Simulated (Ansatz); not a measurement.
Crystal: Pb.

```
Pb
1.0
    -1.97966    1.97966    1.97966
     1.97966   -1.97966    1.97966
     1.97966    1.97966   -1.97966
Pb
1
Direct
  0.00000 0.00000 0.00000
```

This isn't the form of Pb at room conditions, which is fcc.

| Quantity | Value |
| --- | --- |
| Program | Ansatz 0.2.0 |
| Task | relaxation of cell and atoms |
| Functional | PBEsol |
| Potentials or basis | all-electron LAPW, scalar-relativistic |
| Basis error allowed | 0.001 eV/atom |
| k mesh | 9 × 9 × 9 |
| Occupations | fermi-dirac, width 0.05 eV |
| Spin | no spin polarisation |

At the start: volume 31.03 Å³/atom.

Task: Where does the relaxation end?

Result: Over 4 steps the energy falls by 8.8 meV/atom and the volume is 29.65 Å³/atom (-4.5 %); space group Im-3m (No. 229, to 0.05 Å).

Step by step:
| step | energy change (eV) | largest force (eV/Å) | volume (Å³) |
| --- | --- | --- | --- |
| 1 | 0.0000 | 0.0000 | 31.03 |
| 2 | -0.0088 | 0.0000 | 29.69 |
| 3 | -0.0088 | 0.0000 | 29.65 |
| 4 | -0.0088 | 0.0000 | 29.65 |

Final structure:
```
Pb
1.0
    -1.94984    1.94984    1.94984
     1.94984   -1.94984    1.94984
     1.94984    1.94984   -1.94984
Pb
1
Direct
  0.00000 0.00000 0.00000
```
